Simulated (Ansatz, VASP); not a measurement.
**MgB2H: VASP beside Ansatz**

File INCAR:

```
SYSTEM = MgB2H
ALGO = Normal
EDIFF = 1E-6
EDIFFG = -0.01
ENCUT = 600
GGA = PE
IBRION = 2
ISIF = 3
ISMEAR = 0
LASPH = .True.
LCHARG = .False.
LREAL = .False.
LWAVE = .False.
NELM = 100
NSW = 100
PREC = Accurate
SIGMA = 0.1
```

KPOINTS

```
k-points
0
Gamma
  18 18 12
  0 0 0
```

The input POSCAR:

```
MgB2H
1.0
    3.0067105982      0.0000000000      0.0000000000
   -1.5033552991      2.6038877599      0.0000000000
    0.0000000000      0.0000000000      4.2926278212
Mg B H
1 2 1
Direct
    0.0000000000      0.0000000000      0.5000000000
    0.3333333333      0.6666666667      0.0000000000
    0.6666666667      0.3333333333      0.0000000000
    0.0000000000      0.0000000000      0.0000000000
```

Input for Ansatz:

```yaml
crystal:
  lattice:
    - [3.0067105982, 0.0, 0.0]
    - [-1.5033552991, 2.6038877599, 0.0]
    - [0.0, 0.0, 4.2926278212]
  atoms:
    - { symbol: Mg, position: [0.0, 0.0, 0.5] }
    - { symbol: B, position: [0.3333333333, 0.6666666667, 0.0] }
    - { symbol: B, position: [0.6666666667, 0.3333333333, 0.0] }
    - { symbol: H, position: [0.0, 0.0, 0.0] }
basis:
  ecutwfc: 420
kpoints:
  mp_grid: { grid: [18, 18, 12] }
hamiltonian:
  xc: pbe
scf:
  occupations: { method: gaussian, width: 0.1 }
output:
  forces: true
  stress: true
  eigenvalues: true
relax:
  adjacent_minimum: "off"
  f_tol: 0.01
  max_steps: 80
  cell: { stress_tol: 0.05 }
```

Alike in both runs: task relaxation of cell and atoms; functional PBE; k mesh 18 × 18 × 12; occupations gaussian, width 0.1 eV; no spin polarisation.

|  | VASP | Ansatz |
| --- | --- | --- |
| version | VASP 6.6.1 | Ansatz 0.2.0 |
| potentials or method | VASP PAW PBE potentials, release 64 (Mg, B, H) | scalar-relativistic, plane waves, PAW |
| plane-wave cutoff (eV) | 600 | 420 |
| valence electrons in the cell | 9 | 17 |

```csv
,VASP,Ansatz,Ansatz less VASP
"gap on the k mesh at the Fermi level, each at its own relaxed structure (eV)",none,none,-
relaxed volume (Å³/atom),8.34,8.37,+0.033
relaxed cell length with the largest relative difference (Å),4.247,4.263,+0.0153
```

A gap of «none» marks a metal or a gap that the smearing closes. The two sets of potentials don't hold the same shells in valence.
